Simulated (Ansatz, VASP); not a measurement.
**One calculation of ZnSe, two programs**

```
Zn Se
1.0
     3.61987    0.00000    0.00000
    -1.80994    3.13490    0.00000
     0.00000    0.00000    5.91787
Zn Se
2 2
Direct
  0.00000 0.00000 0.00000
  0.00000 0.00000 0.50000
  0.33333 0.66667 0.25000
  0.66667 0.33333 0.75000
```

Alike in both runs: functional PBE; k mesh 11 × 11 × 6; occupations fermi-dirac, width 0.05 eV; no spin polarisation.

Ansatz relaxed the structure, and its values are those at the end. VASP's run is a single point on that final structure, the one shown.

|  | VASP | Ansatz |
| --- | --- | --- |
| version | VASP 6.6.1 | Ansatz 0.2.0 |
| potentials or method | VASP PAW PBE potentials, release 64 (Zn, Se) | PAW with Ansatz's default frozen-core files, scalar-relativistic |
| plane-wave cutoff (eV) | 520 | 420 |
| valence electrons in the cell | 36 | 56 |

```csv
,VASP,Ansatz,Ansatz less VASP
pressure (GPa),15.4,15.0,-0.42
```

The functional is the same, so the differences come from potentials, cutoffs and numerics. The two sets of potentials don't hold the same shells in valence.

Caveats: so large a pressure means that the cell lies far from this level's equilibrium, or that cutoff or potentials fall short (VASP).
